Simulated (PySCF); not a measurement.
Match the calculated data to a structure.

All candidates are C3H9N.

| technique | computed result |
| --- | --- |
| Couplings | largest of the computed one-bond spin–spin couplings (means over like bonds): 13C–1H +134.2 (×2), 13C–1H +131.4 (×3), 13C–1H +131.1 (×2), 15N–1H -64.3 (×2), 13C–13C +39.1, 13C–13C +37.3, 15N–13C -4.8 Hz [B3LYP/pcJ-1, spin–dipole term left out for some pairs] |
| Dipole | 1.25 D [PBE0-D3(BJ)/def2-SVP] |
| XPS | C1s 290.5, C1s 290.6, C1s 291.3, N1s 404.9 eV [ΔSCF SCAN, pcX-2 on the ionised atom, pcseg-1 elsewhere, spin-free X2C] |
| Rotational structure | rotational constants A, B, C: 25.375, 3.744, 3.507 GHz [PBE0-D3(BJ)/def2-SVP] |

Electronic properties: PySCF, gas phase, density fitting. Levels stand in brackets. One conformer (not necessarily the lowest) at the PBE0-D3(BJ)/def2-SVP geometry, without solvent, vibrations or thermal averaging.

Question: Which candidate is it?
A. `CCNC` (methylaminoethane)
B. `CC(C)N` (2-propanamine)
C. `CCCN` (1-propanamine)

Answer: C. It is `CCCN` (1-propanamine). Numbering: `[CH3:1][CH2:2][CH2:3][NH2:4]`. Its formula, C3H9N, gives 0 degrees of unsaturation, so no ring and no π bond. The couplings run between: +134.2 Hz, sp3 carbon bound to nitrogen [C3] and its hydrogen (with 1 like pair); +131.4 Hz, methyl carbon [C1] and its hydrogen (with 2 like pairs); +131.1 Hz, chain CH2 carbon [C2] and its hydrogen (with 1 like pair); -64.3 Hz, primary amine nitrogen [N4] and its hydrogen (with 1 like pair); +39.1 Hz, chain CH2 carbon [C2] and sp3 carbon bound to nitrogen [C3]; +37.3 Hz, methyl carbon [C1] and chain CH2 carbon [C2]; -4.8 Hz, primary amine nitrogen [N4] and sp3 carbon bound to nitrogen [C3]. The core levels belong to: C1s 290.5 eV, chain CH2 carbon [C2]; C1s 290.6 eV, methyl carbon [C1]; C1s 291.3 eV, sp3 carbon bound to nitrogen [C3]; N1s 404.9 eV, primary amine nitrogen [N4]. By its constants the optimised geometry is an asymmetric top.

The others, at the same levels:
- `CC(C)N` fails: its computed core binding energies are C1s 290.4 (×2), C1s 291.4, N1s 404.8 eV, rotational constant A is 8.413 GHz (against 25.375 GHz) and smallest rotational constant is 4.689 GHz (against 3.507 GHz).
- `CCNC` (methylaminoethane) fails: its computed core binding energies are C1s 290.6, C1s 291.3, C1s 291.3, N1s 404.7 eV and smallest rotational constant is 3.690 GHz (against 3.507 GHz).

Each candidate is one conformer, not necessarily the lowest. Dipoles, sizes and rotational constants follow the conformer. The torsions of the flexible species, by atom-mapped SMILES:
- `[CH3:1][CH2:2][CH2:3][NH2:4]`: C1–C2–C3–N4 -178°, H–N4–C3–C2 -66°, H–N4–C3–C2 177°
- `[CH3:1][CH:2]([CH3:3])[NH2:4]`: H–N4–C2–C1 178°, H–N4–C2–C1 61°
- `[CH3:1][CH2:2][NH:3][CH3:4]`: C1–C2–N3–C4 180°
